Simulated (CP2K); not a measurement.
W under changes of volume

One of the cells (15.848 Å³/atom); the others are scaled copies at fixed shape and fractional positions:

```xyz
1
Lattice="2.7407 0.0000 0.0000 -0.9136 2.5840 0.0000 -0.9136 -1.2920 2.2378" Properties=species:S:1:pos:R:3 pbc="T T T"
W     0.0000    0.0000    0.0000
```

| Quantity | Value |
| --- | --- |
| Program | CP2K 2026.2 |
| Functional | PBEsol |
| Potentials or basis | POTENTIAL_UZH W GTH-PBE-q14; TZVP-MOLOPT-PBE-GTH basis |
| Density cutoff | 6123 eV |
| k mesh | 12 × 12 × 12 |
| Occupations | fermi-dirac, width 0.05 eV |
| Spin | no spin polarisation |

| volume (Å³/atom) | energy over the lowest point (meV/atom) | pressure (GPa) |
| --- | --- | --- |
| 14.897 | 40.79 | 17.9 |
| 15.214 | 13.10 | 10.1 |
| 15.531 | 0.00 | 3.1 |
| 15.848 | 0.18 | -3.4 |
| 16.165 | ? | ? |
| 16.482 | 35.78 | -14.5 |
| 16.798 | 69.14 | -19.3 |

Problem. What does the run at 16.165 Å³/atom give?

Solution. Energy over the lowest point 12.45 meV/atom; pressure -9.2 GPa.

Worked out: A Birch-Murnaghan fit of order 3 (a polynomial in V^(-2/3)) to the other rows has its minimum at 15.68 Å³/atom with B0 = V·E''(V) = 317 GPa and B' = 3.5. It gives 12.45 meV/atom at 16.165 Å³/atom, against the run's 12.45, and -dE/dV = -9.1 GPa, against -9.2.

Energies are extrapolated to zero smearing.

Caveats: the potentials were made for another functional, which shifts forces and pressure; the basis of atomic orbitals isn't converged, which shifts pressures, moduli and gaps.
